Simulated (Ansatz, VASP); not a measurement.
TePb (lda): VASP beside Ansatz

```
Te Pb
1.0
     0.00000    3.19025    3.19025
     3.19025    0.00000    3.19025
     3.19025    3.19025    0.00000
Te Pb
1 1
Cartesian
  3.1903 3.1903 3.1903
  0.0000 0.0000 0.0000
```

Alike in both runs: functional LDA; k mesh 8 × 8 × 8; occupations gaussian, width 0.02 eV; no spin polarisation.

Ansatz relaxed the structure, and its values are those at the end. VASP's run is a single point on that final structure, the one shown.

|  | VASP | Ansatz |
| --- | --- | --- |
| version | VASP 6.6.1 | Ansatz 0.2.0 |
| potentials or method | VASP PAW LDA potentials, release 64 (Te, Pb_d) | scalar-relativistic, plane waves, PAW |
| plane-wave cutoff (eV) | 520 | 420 |
| valence electrons in the cell | 20 | 30 |

|  | VASP | Ansatz | Ansatz less VASP |
| --- | --- | --- | --- |
| gap on the k mesh at the Fermi level (eV) | 0.55 | 0.57 | +0.016 |
| least direct gap on the mesh (eV) | 0.55 | 0.57 | +0.016 |
| pressure (GPa) | 0.1 | 0.0 | -0.08 |

The two sets of potentials don't hold the same shells in valence.

Caveats: spin-orbit coupling is left out, which as a rule narrows the gap of such compounds by several tenths of an eV. A k mesh can miss the band edges.
